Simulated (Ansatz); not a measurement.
# Relaxing Hg

These are results of DFT PBE, scalar-relativistic, plane waves, PAW in Ansatz 0.2.0, not measurements. Run with 420 eV cutoff, 18×18×18 k-mesh, Gaussian smearing of 0.10 eV, no spin polarisation.

What was changed: relaxed at 30 GPa.

Spin–orbit coupling is left out, which can shift energies with elements as heavy as these.

Other phases may be more stable at this pressure.

Input:

```yaml
crystal:
  lattice:
    - [-1.6860109871, 1.6860109871, 1.6797337175]
    - [1.6860109871, -1.6860109871, 1.6797337175]
    - [1.6860109871, 1.6860109871, -1.6797337175]
  atoms:
    - { symbol: Hg, position: [0.0, 0.0, 0.0] }
basis:
  ecutwfc: 420
kpoints:
  mp_grid: { grid: [18, 18, 18] }
hamiltonian:
  xc: pbe
scf:
  occupations: { method: gaussian, width: 0.1 }
output:
  forces: true
  stress: true
  eigenvalues: true
relax:
  adjacent_minimum: "off"
  f_tol: 0.008
  max_steps: 50
  cell: { stress_tol: 0.08, p_target: 30.0 }
```

F is the free energy. Steps run on the plane waves of an earlier cell, but the last one, and at times one on the way, on a freshly chosen basis, so a repeated geometry can differ a little in energy. The relaxation lowers the enthalpy F + PV at the target pressure, so F itself can rise.

At steps 2, 11 F + PV rises: a step can overshoot before the optimiser corrects it.

Steps:

| step | F − F(1) (eV) | largest force component (eV/Å) | V (Å³/atom) | P (GPa) |
| --- | --- | --- | --- | --- |
| 1 | 0.0000 | 0.000 | 19.099 | 25.29 |
| 2 | 0.3644 | 0.000 | 17.366 | 43.93 |
| 3 | 0.0799 | 0.000 | 18.629 | 29.37 |
| 4 | 0.0931 | 0.000 | 18.557 | 30.04 |
| 5 | 0.0945 | 0.000 | 18.550 | 30.11 |
| 6 | 0.0952 | 0.000 | 18.545 | 30.13 |
| 7 | 0.0973 | 0.000 | 18.529 | 30.22 |
| 8 | 0.0981 | 0.000 | 18.512 | 30.37 |
| 9 | 0.0948 | 0.000 | 18.497 | 29.91 |
| 10 | 0.1151 | 0.000 | 18.348 | 31.03 |
| 11 | 0.1230 | 0.000 | 18.364 | 32.17 |
| 12 | 0.0879 | 0.000 | 18.490 | 29.66 |
| 13 | 0.0938 | 0.000 | 18.458 | 30.02 |
| 14 | 0.0937 | 0.000 | 18.458 | 30.04 |

Relaxed structure:

```yaml
crystal:
  lattice:
    - [-1.80465, 1.80465, 1.41691]
    - [1.80465, -1.80465, 1.41691]
    - [1.80465, 1.80465, -1.41691]
  atoms:
    - { symbol: Hg, position: [0.00000, 0.00000, 0.00000] }
```

It takes space group I4/mmm (No. 139, tetragonal). Conventional cell: a = 3.609 Å, b = 3.609 Å, c = 2.834 Å, α = 90.00°, β = 90.00°, γ = 90.00°. Hg (site symmetry 4/mmm) has 10 Hg at 2.83 to 2.92 Å as nearest neighbours.

The run converged. The run took roughly 50 core-seconds.